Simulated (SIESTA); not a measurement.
Runs of SIESTA 5.4.2 on CoO. Symmetry: R-3m, No. 166, trigonal system. The conventional cell has a = 3.011 Å, b = 3.011 Å, c = 7.320 Å, α = 90.00°, β = 90.00°, γ = 120.00°. Co (site symmetry -3m) has 6 O at 2.12 Å as nearest neighbours. O (site symmetry -3m) is surrounded by 6 Co at 2.12 Å. The cell is a database's computed one.

```tsv
task	level	potentials or basis	k mesh	energy shift	gap on the mesh (eV)	pressure (GPa)	moment (μB)
band structure	PBEsol	PseudoDojo 0.4 standard (PBEsol files), DZP (energy shift 0.003 Ry; two zetas on semicore shells)	11 × 11 × 11	0.003 Ry	none	-8.1	2.96
single point	PBE	PseudoDojo 0.4 standard (PBE files), DZP (energy shift 0.003 Ry; two zetas on semicore shells)	11 × 11 × 11	0.003 Ry	none	1.4	(a)
single point	PBE	PseudoDojo 0.4 standard (PBE files), DZP (energy shift 0.002 Ry)	11 × 11 × 11	0.002 Ry	none	1.4	2.97
band structure	LDA	PseudoDojo 0.4 standard (LDA files), DZP (energy shift 0.003 Ry; two zetas on semicore shells)	11 × 11 × 11	0.003 Ry	none	(b)	2.83
```

Alike in all rows: spin collinear, ferromagnetic start; cell as given; smearing fermi-dirac 0.05 eV; grid cutoff 800 Ry.

Fill in the values left out.

(a) 2.98; (b) -17.2.

Caveats: the basis of atomic orbitals isn't converged, which shifts pressures, moduli and gaps; a cell with one magnetic atom can't hold antiferromagnetic order, which such compounds often take; semilocal functionals often make such compounds metallic where correlation or magnetic order opens a gap, which also shifts bond lengths; short orbitals over semicore shells can move pressures by several GPa (some runs); semicore shells carry a single zeta, which can move pressures by several GPa and volumes by a few percent (some runs).

A k mesh can miss the band edges.

A gap of «none» marks a metal or a gap under the smearing width.

Not every run made on this cell is shown here.
